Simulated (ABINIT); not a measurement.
# Ir (Fm-3m) in ABINIT: equation of state

Aim: energy against volume of Ir in PBEsol, for its equilibrium volume and stiffness.

Program: ABINIT 10.8.3 (patched build). These are calculated values, not measurements. Logs are shortened: lines on timing, memory, paths and dates and some standing lists are left out, and cuts for length are marked. The log counts tension as positive stress, the text compression.

## 1. The crystal as given

Symmetry: Fm-3m, No. 225, cubic system. The conventional cell has a = 3.831 Å, b = 3.831 Å, c = 3.831 Å, α = 90.00°, β = 90.00°, γ = 90.00°. Ir (site symmetry m-3m) is surrounded by 12 Ir at 2.71 Å.

## 2. Equation of state, PBEsol

Input file run.abi:

```
# Datasets: one volume each
ndtset 7
getwfk -1
scalecart1 3*0.9795861087
scalecart2 3*0.9864848297
scalecart3 3*0.9932883884
scalecart4 3*1.0000000000
scalecart5 3*1.0066227096
scalecart6 3*1.0131594038
scalecart7 3*1.0196128224

# Pseudopotentials
pp_dirpath "./"
pseudos "Ir.GGA_PBE-JTH.xml"

# Structure
acell 5.1193956283 5.1193956283 5.1193956283
rprim
     0.0000000000     0.7071067812     0.7071067812
     0.7071067812     0.0000000000     0.7071067812
     0.7071067812     0.7071067812     0.0000000000
ntypat 1
znucl 77
natom 1
typat 1
xred
     0.0000000000     0.0000000000     0.0000000000

# Plane-wave basis
ecut 16.0
pawecutdg 32.0
pawxcdev 0

# k points
kptopt 1
ngkpt 12 12 12
nshiftk 1
shiftk 0.0 0.0 0.0

# Exchange and correlation
ixc -116133

# Bands and occupations
nband 12
occopt 3
tsmear 0.00183747

# SCF cycle
nstep 100
tolvrs 1.0e-9

# Output
iomode 3
prtwf 1
prtden 0
prteig 0
prtebands 0
enunit 1
```

Potentials or basis: JTH PAW PBE v2.0.

Launch:

```bash
> abinit run.abi > log 2>&1
```

run.abo:

```text
.Version 10.8.3 of ABINIT
 DATASET    1 : space group Fm -3 m (#225); Bravais cF (face-center cubic)
================================================================================
 Values of the parameters that define the memory need for DATASET  1.
     intxc =       0    ionmov =       0      iscf =      17    lmnmax =      18
     lnmax =       6     mgfft =      20  mpssoang =       3    mqgrid =    3001
     natom =       1  nloc_mem =       2    nspden =       1   nspinor =       1
    nsppol =       1      nsym =      48    n1xccc =       1    ntypat =       1
    occopt =       3   xclevel =       2
       mpw =         290          nfft =        8000          nkpt =          72
 PAW method is used; the additional fine FFT grid is defined by:
   mgfftf=        27    nfftf =     19683
================================================================================
================================================================================
[... 71 lines left out ...]
 DATASET    7 : space group Fm -3 m (#225); Bravais cF (face-center cubic)
================================================================================
 Values of the parameters that define the memory need for DATASET  7.
     intxc =       0    ionmov =       0      iscf =      17    lmnmax =      18
     lnmax =       6     mgfft =      20  mpssoang =       3    mqgrid =    3001
     natom =       1  nloc_mem =       2    nspden =       1   nspinor =       1
    nsppol =       1      nsym =      48    n1xccc =       1    ntypat =       1
    occopt =       3   xclevel =       2
       mpw =         322          nfft =        8000          nkpt =          72
 PAW method is used; the additional fine FFT grid is defined by:
   mgfftf=        30    nfftf =     27000
================================================================================
================================================================================

--------------------------------------------------------------------------------
------------- Echo of variables that govern the present computation ------------
--------------------------------------------------------------------------------
 -outvars: echo values of preprocessed input variables --------
            acell      5.1193956283E+00  5.1193956283E+00  5.1193956283E+00 Bohr
              amu      1.92220000E+02
             ecut      1.60000000E+01 Hartree
           enunit           1
           getwfk          -1
                       outvar_i_n : Printing only first  50 k-points.
              ixc     -116133
           jdtset        1    2    3    4    5    6    7
                       outvar_i_n : Printing only first  50 k-points.
         kptrlatt       12    0    0      0   12    0      0    0   12
          kptrlen1     6.01786661E+01
          kptrlen2     6.06024735E+01
          kptrlen3     6.10204348E+01
          kptrlen4     6.14327475E+01
          kptrlen5     6.18395988E+01
          kptrlen6     6.22411659E+01
          kptrlen7     6.26376171E+01
            natom           1
            nband          12
           ndtset           7
            ngfft          20      20      20
          ngfftdg1         27      27      27
          ngfftdg2         27      27      27
          ngfftdg3         27      27      27
          ngfftdg4         30      30      30
          ngfftdg5         30      30      30
          ngfftdg6         30      30      30
          ngfftdg7         30      30      30
             nkpt          72
            nstep         100
             nsym          48
           ntypat           1
                       prtocc : prtvol=0, do not print more k-points.
           occopt           3
        pawecutdg      3.20000000E+01 Hartree
         pawxcdev           0
           prtden           0
        prtebands           0
           prteig           0
            rprim1     0.0000000000E+00  6.9267198023E-01  6.9267198023E-01
                       6.9267198023E-01  0.0000000000E+00  6.9267198023E-01
                       6.9267198023E-01  6.9267198023E-01  0.0000000000E+00
            rprim2     0.0000000000E+00  6.9755011263E-01  6.9755011263E-01
                       6.9755011263E-01  0.0000000000E+00  6.9755011263E-01
                       6.9755011263E-01  6.9755011263E-01  0.0000000000E+00
            rprim3     0.0000000000E+00  7.0236095512E-01  7.0236095512E-01
                       7.0236095512E-01  0.0000000000E+00  7.0236095512E-01
                       7.0236095512E-01  7.0236095512E-01  0.0000000000E+00
            rprim4     0.0000000000E+00  7.0710678120E-01  7.0710678120E-01
                       7.0710678120E-01  0.0000000000E+00  7.0710678120E-01
                       7.0710678120E-01  7.0710678120E-01  0.0000000000E+00
            rprim5     0.0000000000E+00  7.1178974407E-01  7.1178974407E-01
                       7.1178974407E-01  0.0000000000E+00  7.1178974407E-01
                       7.1178974407E-01  7.1178974407E-01  0.0000000000E+00
            rprim6     0.0000000000E+00  7.1641188486E-01  7.1641188486E-01
                       7.1641188486E-01  0.0000000000E+00  7.1641188486E-01
                       7.1641188486E-01  7.1641188486E-01  0.0000000000E+00
            rprim7     0.0000000000E+00  7.2097514092E-01  7.2097514092E-01
                       7.2097514092E-01  0.0000000000E+00  7.2097514092E-01
                       7.2097514092E-01  7.2097514092E-01  0.0000000000E+00
          spgroup         225
           tolvrs      1.00000000E-09
           tsmear      1.83747000E-03 Hartree
            typat      1
           useylm           1
                       outvars : Printing only first  50 k-points.
            znucl       77.00000

================================================================================

 chkinp: Checking input parameters for consistency, jdtset=   1.

 chkinp: Checking input parameters for consistency, jdtset=   2.

 chkinp: Checking input parameters for consistency, jdtset=   3.

 chkinp: Checking input parameters for consistency, jdtset=   4.
[... 30 lines left out ...]
 getcut : COMMENT -
  Note that boxcut > 2.2 ; recall that boxcut=Gcut(box)/Gcut(sphere) = 2
  is sufficient for exact treatment of convolution.
  Such a large boxcut is a waste : you could raise ecut
  e.g. ecut=   19.622174 Hartrees makes boxcut=2

 Fine grid specifications (used for densities):

 getcut: wavevector=  0.0000  0.0000  0.0000  ngfft=  27  27  27
         ecut(hartree)=     32.000   => boxcut(ratio)=   2.03898

--- Pseudopotential description ------------------------------------------------
- pspini: atom type   1  psp file is ./Ir.GGA_PBE-JTH.xml
 Pseudopotential format is: paw10
 basis_size (lnmax)=  6 (lmn_size= 18), orbitals=   0   0   1   1   2   2
 Spheres core radius: rc_sph= 2.51065676
 Shapefunction is SIN type: shapef(r)=[sin(pi*r/rshp)/(pi*r/rshp)]**2
 Radius for shape functions =  2.20407242
 Compensation charge density is not taken into account in XC energy/potential

   5.25859805E+02                                ecore*ucvol(ha*bohr**3)
--------------------------------------------------------------------------------

================================================================================

--- !BeginCycle
iteration_state: {dtset: 1, }
solver: {iscf: 17, nstep: 100, nline: 4, wfoptalg: 10, }
tolerances: {tolvrs: 1.00E-09, }
...

     iter   Etot(hartree)      deltaE(h)  residm     nres2
 ETOT  1  -75.763259484023    -7.576E+01 2.886E+01 3.275E+00
 ETOT  2  -77.140145582466    -1.377E+00 1.408E-01 4.919E+00
 ETOT  3  -77.121299640285     1.885E-02 2.607E-02 1.252E+00
 ETOT  4  -77.116873792911     4.426E-03 7.638E-03 6.128E-02
 ETOT  5  -77.116951851391    -7.806E-05 6.727E-03 5.106E-04
 ETOT  6  -77.116963875075    -1.202E-05 1.063E-03 2.620E-05
 ETOT  7  -77.116964721376    -8.463E-07 3.921E-04 1.037E-05
 ETOT  8  -77.116964692031     2.935E-08 2.868E-04 1.499E-06
 ETOT  9  -77.116964686776     5.255E-09 1.451E-04 8.298E-08
 ETOT 10  -77.116964687218    -4.424E-10 1.002E-04 1.437E-08
 ETOT 11  -77.116964687275    -5.622E-11 5.698E-05 7.806E-11
[... 1135 lines left out ...]
 Cartesian components of stress tensor (hartree/bohr^3)
  sigma(1 1)=  6.64763853E-04  sigma(3 2)=  0.00000000E+00
  sigma(2 2)=  6.64763853E-04  sigma(3 1)=  0.00000000E+00
  sigma(3 3)=  6.64763853E-04  sigma(2 1)=  0.00000000E+00

-Cartesian components of stress tensor (GPa)         [Pressure= -1.9558E+01 GPa]
- sigma(1 1)=  1.95580278E+01  sigma(3 2)=  0.00000000E+00
- sigma(2 2)=  1.95580278E+01  sigma(3 1)=  0.00000000E+00
- sigma(3 3)=  1.95580278E+01  sigma(2 1)=  0.00000000E+00

== END DATASET(S) ==============================================================
================================================================================

 -outvars: echo values of variables after computation  --------
            acell      5.1193956283E+00  5.1193956283E+00  5.1193956283E+00 Bohr
           etotal1    -7.7116964687E+01
           etotal2    -7.7118463332E+01
           etotal3    -7.7119307361E+01
           etotal4    -7.7119564540E+01
           etotal5    -7.7119337639E+01
           etotal6    -7.7118660009E+01
           etotal7    -7.7117588730E+01
            fcart1    -0.0000000000E+00 -0.0000000000E+00 -0.0000000000E+00
            fcart2    -0.0000000000E+00 -0.0000000000E+00 -0.0000000000E+00
            fcart3    -0.0000000000E+00 -0.0000000000E+00 -0.0000000000E+00
            fcart4    -0.0000000000E+00 -0.0000000000E+00 -0.0000000000E+00
            fcart5    -0.0000000000E+00 -0.0000000000E+00 -0.0000000000E+00
            fcart6    -0.0000000000E+00 -0.0000000000E+00 -0.0000000000E+00
            fcart7    -0.0000000000E+00 -0.0000000000E+00 -0.0000000000E+00
            rprim1     0.0000000000E+00  6.9267198023E-01  6.9267198023E-01
                       6.9267198023E-01  0.0000000000E+00  6.9267198023E-01
                       6.9267198023E-01  6.9267198023E-01  0.0000000000E+00
            rprim2     0.0000000000E+00  6.9755011263E-01  6.9755011263E-01
                       6.9755011263E-01  0.0000000000E+00  6.9755011263E-01
                       6.9755011263E-01  6.9755011263E-01  0.0000000000E+00
            rprim3     0.0000000000E+00  7.0236095512E-01  7.0236095512E-01
                       7.0236095512E-01  0.0000000000E+00  7.0236095512E-01
[... 9 lines left out ...]
                       7.1641188486E-01  7.1641188486E-01  0.0000000000E+00
            rprim7     0.0000000000E+00  7.2097514092E-01  7.2097514092E-01
                       7.2097514092E-01  0.0000000000E+00  7.2097514092E-01
                       7.2097514092E-01  7.2097514092E-01  0.0000000000E+00
           strten1    -9.7077367735E-04 -9.7077367735E-04 -9.7077367735E-04
                       0.0000000000E+00  0.0000000000E+00  0.0000000000E+00
           strten2    -6.0354018858E-04 -6.0354018858E-04 -6.0354018858E-04
                       0.0000000000E+00  0.0000000000E+00  0.0000000000E+00
           strten3    -2.7998341141E-04 -2.7998341141E-04 -2.7998341141E-04
                       0.0000000000E+00  0.0000000000E+00  0.0000000000E+00
           strten4    -2.4648768280E-06 -2.4648768280E-06 -2.4648768280E-06
                       0.0000000000E+00  0.0000000000E+00  0.0000000000E+00
           strten5     2.4778823548E-04  2.4778823548E-04  2.4778823548E-04
                       0.0000000000E+00  0.0000000000E+00  0.0000000000E+00
           strten6     4.7144655115E-04  4.7144655115E-04  4.7144655115E-04
                       0.0000000000E+00  0.0000000000E+00  0.0000000000E+00
           strten7     6.6476385266E-04  6.6476385266E-04  6.6476385266E-04
                       0.0000000000E+00  0.0000000000E+00  0.0000000000E+00
 Calculation completed.
```

Run time: 2.2 min. Hardware: 1 thread of AMD EPYC, shared host; peak memory 0.13 GiB.

Results:

| Item | Value |
| --- | --- |
| Equilibrium volume | 14.06 Å³/atom |
| Bulk modulus | 390 GPa |
| Pressure derivative of the bulk modulus | 5.5 (rough: it moves with the points fitted) |

Energy against volume, from the lowest point:
```csv
volume (Å³/atom),energy (meV/atom)
13.215,70.75
13.496,29.97
13.778,7.00
14.059,0.00
14.340,6.17
14.621,24.61
14.902,53.76
```

Caveat: pressures at fixed basis lie under the slope of the energies; the PAW data sets were made with another functional, which shifts forces and pressure a little; the atomic spheres overlap.
